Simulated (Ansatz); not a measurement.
# 1T-CoBrI monolayer in a perpendicular field, part 2 of 2

Aim: how the 1T-CoBrI monolayer screens a field along its normal, and what the field does to its bands. A positive field points along +c.

Ansatz 0.2.0; plane-wave DFT, PBEsol-D3(BJ), Ansatz PAW.

So far. Step 7 (Atoms held, field -0.3 V/Å): The dipole is -0.140 e·Å, -0.0947 e·Å from its value without field.

## Step 8: Response, atoms held

This step: plane-wave DFT, PBEsol-D3(BJ), Ansatz PAW; response to a field along the normal, atoms held (Ansatz 0.2.0).

The dipoles give the slope, and the difference of two potentials shows where the field is screened.

Numbers from this step:

```
equivalent conductor thickness p/(ε₀AE) : 4.984 Å
distance between the outer atoms        : 2.761 Å
```

Dipole of the cell against applied field:

```
applied field (V/Å)  dipole of the cell (e·Å)
             -0.300                    -0.140
             -0.100                   -0.0774
              0.000                   -0.0458
              0.100                   -0.0142
              0.500                     0.113
```

The total moment stays at 1 μB for applied field from -0.3 to 0.5 V/Å.

Local field over the applied field, running mean. From the potentials at -0.1 and 0.1 V/Å; running mean over 2.5 Å. The local field over applied field by z:

z (Å), local field over applied field and a bar:
```
     4.04      0.999 ##############################
     4.33      0.998 ##############################
     4.76      0.995 ##############################
     5.05      0.991 ##############################
     5.48      0.979 #############################
     5.77      0.963 #############################
     6.06      0.937 ############################
     6.49      0.869 ##########################
     6.78      0.799 ########################
     7.06      0.713 #####################
     7.50      0.569 ################
     7.79      0.467 #############
     8.22      0.316 ########
     8.51      0.226 #####
     8.79      0.155 ###
     9.23      0.093 #
     9.52      0.075 #
     9.80      0.066 
    10.24      0.058 
    10.52      0.064 
    10.96      0.088 #
    11.25      0.114 ##
    11.53      0.152 ###
    11.97      0.241 ######
    12.25      0.323 ########
    12.54      0.419 ###########
    12.98      0.573 ################
    13.26      0.671 ####################
    13.70      0.803 ########################
    13.98      0.873 ##########################
    14.27      0.923 ############################
    14.71      0.967 #############################
    14.99      0.982 #############################
    15.28      0.990 ##############################
    15.71      0.996 ##############################
    16.00      0.998 ##############################
    16.44      0.999 ##############################
    16.72      1.000 ##############################
```

Electrons, planar mean, per unit field. Table of induced electron density by z:

z (Å), induced electron density (e/Å³ per V/Å) and a bar from the least value:
```
     4.04    0.00000 ###############
     4.33    0.00001 ###############
     4.76    0.00002 ###############
     5.05    0.00004 ###############
     5.48    0.00010 ###############
     5.77    0.00017 ###############
     6.06    0.00031 ################
     6.49    0.00069 ##################
     6.78    0.00116 ####################
     7.06    0.00184 #######################
     7.50    0.00303 ############################
     7.79    0.00340 ##############################
     8.22    0.00213 ########################
     8.51    0.00106 ###################
     8.79    0.00122 ####################
     9.23    0.00026 ################
     9.52   -0.00008 ##############
     9.80   -0.00082 ###########
    10.24   -0.00060 ############
    10.52    0.00003 ###############
    10.96    0.00098 ###################
    11.25    0.00022 ###############
    11.53   -0.00080 ###########
    11.97   -0.00135 ########
    12.25   -0.00189 ######
    12.54   -0.00310 
    12.98   -0.00318 
    13.26   -0.00233 ####
    13.70   -0.00115 #########
    13.98   -0.00066 ###########
    14.27   -0.00037 #############
    14.71   -0.00015 ##############
    14.99   -0.00008 ##############
    15.28   -0.00004 ##############
    15.71   -0.00002 ##############
    16.00   -0.00001 ##############
    16.44    0.00000 ##############
    16.72    0.00000 ##############
```

By hand: between -0.1 and 0.1 V/Å the dipole changes by 0.06320 e·Å, a slope of 0.3160 e·Å²/V. A perfect conductor of thickness t has p = ε₀AEt, so t = 180.95 × 0.3160 / 11.472 = 4.98 Å (e/ε₀ = 180.95 V·Å, A in Å²).

The induced dipole is that of a conductor 4.98 Å thick.

## Step 9: The same run with other settings

This step: plane-wave DFT, PBEsol-D3(BJ), Ansatz PAW (Ansatz 0.2.0).

A run with a changed input: it repeats the earlier run at 0.1 V/Å with scf.eigensolver.kind to davidson, scf.algorithm to direct_min and accuracy to low.

input.yaml reads:

```yaml
crystal:
  lattice:
    - [3.6395914379, 0.0, 0.0]
    - [-1.8197957189, 3.1519786446, 0.0]
    - [0.0, 0.0, 20.7606556567]
  atoms:
    - { symbol: I, position: [0.6666666667, 0.3333333333, 0.4335123201], spin: 0.01 }
    - { symbol: Co, position: [0.0, 0.0, 0.503073263], spin: 0.88 }
    - { symbol: Br, position: [0.3333333333, 0.6666666667, 0.5664876799], spin: 0.04 }
magnetization:
  spin_polarized: true
kpoints:
  mp_grid: { grid: [18, 18, 1] }
  band_path:
    path: [[0, 0, 0], [0.5, 0, 0], [0.33333333, 0.33333333, 0], [0, 0, 0]]
    npoints: 16
hamiltonian:
  xc: pbesol
  dispersion: d3bj
scf:
  occupations: { method: fermi_dirac, width: 0.02585 }
  convergence: { dr2_threshold: 1.0e-10 }
  eigensolver: { kind: davidson }
  algorithm: direct_min
efield:
  axis: 3
  dipole_correction: true
  ramp_position: 0.947
  ramp_width: 0.0968
  amplitude: 0.1
output:
  write_potential: true
  write_density: true
  volumetric_format: npy
accuracy: low
```

Launch:

```console
> ansatz run input.yaml --threads 4 --pin off --max-ram 6144MiB --backend cpu --events-out ev --progress --plain --runs-dir out
```

Wall time 70 s (4 threads of Arm Neoverse V1, shared host); peak memory 1.1 GiB; 4.6 min of CPU time.

```
                     quantity  this run  earlier run  difference
dipole along the normal (e·Å)  -0.01418     -0.01419      2.1e-6
            total moment (μB)     1.000        1.000    -8.9e-14
```

Nothing in the table moves by 0.01 in its unit (for the dipole 0.5 % and 5e-5 e·Å). The run took 14 SCF cycles against 13.

The change did no harm here.

## Step 10: The same run with other settings

Another changed input: it repeats the earlier run at 0.1 V/Å with scf.eigensolver.kind to davidson, basis.precision to f64 and scf.convergence.dr2_threshold from 1e-10 to 1e-08.

input.yaml: that of step 9 with these lines changed.

```diff
@@ -21,5 +21,4 @@
   occupations: { method: fermi_dirac, width: 0.02585 }
-  convergence: { dr2_threshold: 1.0e-10 }
+  convergence: { dr2_threshold: 1.0e-08 }
   eigensolver: { kind: davidson }
-  algorithm: direct_min
 efield:
@@ -34,2 +33,3 @@
   volumetric_format: npy
-accuracy: low
+basis:
+  precision: f64
```

Wall time 33 s (4 threads); peak memory 0.73 GiB.

Numbers from this step:

* energy at zero smearing: -15262.6092 eV
* site moments: 0.01178, 0.8730, 0.03914 μB
* dipole along the normal: -0.01420 e·Å

Deep bands are left out, so band numbers here count from the lowest band kept and differ from the log's. The electronic bands at the labelled points (eV, zero at the Fermi level; # counts the bands kept):

```
  point  up #8  up #9  up #10  up #11  down #8  down #9  down #10  down #11
      Γ  -1.56  -1.19    0.66    0.66    -1.03    -0.72      1.40      1.40
halfway  -1.04  -0.91   -0.40    0.29    -0.56    -0.42      0.60      1.14
      M  -1.26  -1.14    0.16    0.30    -0.65    -0.61      1.14      1.18
halfway  -1.19  -1.07   -0.29    0.10    -0.63    -0.55      0.69      1.10
      K  -1.08  -0.99   -0.54   -0.06    -0.57    -0.47      0.53      0.97
halfway  -1.04  -0.93   -0.32   -0.13    -0.55    -0.45      0.64      0.86
      Γ  -1.56  -1.19    0.66    0.66    -1.03    -0.72      1.40      1.40
```

```
                     quantity  this run  earlier run  difference
dipole along the normal (e·Å)  -0.01420     -0.01419     -1.0e-5
            total moment (μB)     1.000        1.000    -6.2e-12
```

Nothing in the table moves by 0.01 in its unit (for the dipole 0.5 % and 5e-5 e·Å). The run took 12 SCF cycles against 13.

Of the bands kept, 2 cross the Fermi level on this path, both spins counted.

## Step 11: What came out

| Item | Value |
| --- | --- |
| gap without field | none |
| work function, upper face | 5.00 eV |
| step between the vacuum levels | 0.722 eV |
| equivalent conductor thickness, atoms held | 4.98 Å |

In words: The induced dipole equals that of a perfect conductor 4.98 Å thick, while the outer atoms lie 2.76 Å apart. The two faces differ: the vacuum level above lies 0.72 eV higher than the one below. There is no gap over 0.03 eV, with or without the field. For an open d or f shell that can be the fault of a semilocal functional without a Hubbard term. The magnetic order is the one reached from the typed start; other orders were not compared. Spin-orbit coupling is left out, which matters for the bands of elements this heavy. With this functional, D3(BJ) tends to leave the relaxed cell short of measured lattice constants, by some per cent.

[Logs are printed without paths, hosts, clocks, repeated set-up lines and the standing remarks that a program may print on its own settings, such as how far it seeks lower states.]

[Hosts, paths, dates, database ids (printed as entryN), source tags and the programs' standing remarks are cut or masked in the printed files.]

[Maps of the electrostatic potential energy from Ansatz leave out the sawtooth potential of an applied field or a dipole correction, so their vacuum need not be flat; planar profiles and work functions include it.]
